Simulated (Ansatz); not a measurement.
Runs of Ansatz 0.2.0 on K. Symmetry: Im-3m, No. 229, cubic system. Conventional cell: a = 5.395 Å, b = 5.395 Å, c = 5.395 Å, α = 90.00°, β = 90.00°, γ = 90.00°. 

```csv
task,level,potentials or basis,cell,k mesh,cutoff (eV),smearing,other keys,gap on the mesh (eV),pressure (GPa)
single point,HSE03,Ansatz PAW,as given,5 × 5 × 5,420,fermi-dirac 0.15 eV,"kpoints.mp_grid.shift = [0.5, 0.5, 0.5]; …",none,-0.1
single point,PBE,Ansatz PAW,cell strained at random at fixed volume,7 × 7 × 7,420,fermi-dirac 0.05 eV,-,none,-0.2
single point,HSE06+D3(BJ),Ansatz PAW earlier set,as given,5 × 5 × 5,499,fermi-dirac 0.05 eV,basis.ecutwfc = 36.7 Ry,none,(a)
single point,PBE,Ansatz PAW,as given,7 × 7 × 7,420,fermi-dirac 0.05 eV,-,none,-0.2
```

Alike in all rows: no spin polarisation.

**Question.** Fill in the values left out.

**Answer.** (a) -0.5.

Caveats: the PAW data sets come from PBE, with cores solved anew for the run's functional, which leaves a small shift of forces and pressure (some runs); the thresholds are loose for stress (some runs); pairwise dispersion overbinds metals, which lowers pressure and volume (some runs).

A gap of «none» marks a metal or a gap under the smearing width.
